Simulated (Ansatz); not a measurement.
The system is Si.

```xyz
2
Lattice="0.0000 2.7219 2.7219 2.7219 0.0000 2.7219 2.7219 2.7219 0.0000" Properties=species:S:1:pos:R:3 pbc="T T T"
Si    2.7219    2.7219    2.7219
Si    4.0828    4.0828    4.0828
```

- Program: Ansatz 0.2.0
- Task: relaxation of cell and atoms
- Functional: revPBE
- Dispersion: D4
- Potentials or basis: all-electron LAPW, scalar-relativistic
- Basis error allowed: 0.001 eV/atom
- k mesh: 8 × 8 × 8
- Occupations: fermi-dirac, width 0.05 eV
- Spin: no spin polarisation

At the start: volume 20.16 Å³/atom.

**Question.** How do energy, volume and symmetry change on relaxing?

**Answer.** Over 4 steps the energy falls by 4.4 meV/atom and the volume is 19.61 Å³/atom (-2.7 %); space group Fd-3m (No. 227, to 0.05 Å).

Step by step:
| step | energy change (eV) | largest force (eV/Å) | volume (Å³) |
| --- | --- | --- | --- |
| 1 | 0.0000 | 0.0000 | 40.33 |
| 2 | -0.0082 | 0.0000 | 39.51 |
| 3 | -0.0087 | 0.0000 | 39.22 |
| 4 | -0.0087 | 0.0000 | 39.22 |

Final structure:
```
Si
1.0
     0.00000    2.69673    2.69673
     2.69673    0.00000    2.69673
     2.69673    2.69673    0.00000
Si
2
Direct
  0.50000 0.50000 0.50000
  0.75000 0.75000 0.75000
```
